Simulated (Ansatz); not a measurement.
Al2Ru (I4/mmm), work and stress of cleavage

Level of theory: DFT r2SCAN, scalar-relativistic, plane waves, PAW in Ansatz. Cutoff 500 eV, Γ-centred 15×15×3 k-points, Gaussian smearing of 0.15 eV. No spin polarisation. Energies are free energies at this smearing, counted from the undisturbed cell; pressure is positive in compression.

The starting cell (relaxed at this level; it needn't be the usual structure):

```xyz
12
Lattice="-3.1218 0.0000 0.0000 0.0000 -3.1218 0.0000 0.0000 0.0000 16.8900" Properties=species:S:1:pos:R:3 pbc="T T T"
Al    0.0000    0.0000    3.4548
Al   -1.5609   -1.5609   16.1223
Al    0.0000    0.0000   11.8998
Al   -1.5609   -1.5609    7.6773
Al   -1.5609   -1.5609    4.9902
Al    0.0000    0.0000    0.7677
Al   -1.5609   -1.5609   13.4352
Al    0.0000    0.0000    9.2127
Ru    0.0000    0.0000    6.3337
Ru   -1.5609   -1.5609    2.1112
Ru    0.0000    0.0000   14.7787
Ru   -1.5609   -1.5609   10.5562
```

The cut lies on the cell's a–b face, a (0 0 1) plane (indices in the standard cell, whose axes needn't be the Cartesian ones shown) of area 9.75 Å², between layers 1.54 Å apart. Vector c is lengthened by d along the normal with the atoms' Cartesian places fixed: one unrelaxed cut a cell. The traction is positive where the two halves pull on each other.

| d (Å) | energy (J/m²) | traction (GPa) |
| --- | --- | --- |
| -0.30 | 0.51 | -39.5 |
| -0.15 | 0.11 | -15.7 |
| 0.00 | 0.00 | 0.0 |
| 0.25 | 0.21 | 15.0 |
| 0.50 | 0.68 | 21.4 |
| 0.75 | 1.23 | 22.3 |
| 1.00 | 1.76 | 19.7 |
| 1.50 | 2.55 | 12.0 |
| 2.00 | 3.00 | 6.3 |
| 3.00 | 3.37 | 2.1 |
| 4.50 | 3.52 | 0.4 |
| 6.00 | 3.54 | 0.0 |

Q: What are the work of separation and the cleavage stress, and do they fit the universal binding curve?

A: The energy levels off near W ≈ 3.54 J/m² (the traction is down to 0.0 GPa), the energy of the two unrelaxed faces, 1.77 J/m² each on average. The largest sampled traction is 22.3 GPa at d = 0.75 Å, and a parabola through it and its two neighbours peaks at σ_max ≈ 22.4 GPa, d ≈ 0.69 Å. The curve E = W[1 − (1 + d/ℓ)exp(−d/ℓ)] peaks in traction at d = ℓ with σ_max = W/(eℓ); with 1 J/m² per Å = 10 GPa this W and σ_max give ℓ = 0.58 Å. A parabola through that curve at the same three d peaks at 0.57 Å, against 0.69 Å here, a fair fit. Real crystals break at far lower stress, because cracks concentrate it, and on the plane of lowest W, which needn't be this one.

The cut is rigid; relaxing the faces lowers these energies and usually the stresses.

In a metal these slopes depend on the k mesh and the smearing.

Cost: 12 runs of about 13 core-minutes in all, on Oxide Virtual Turin-like Processor (Zen 5) (shared hosts).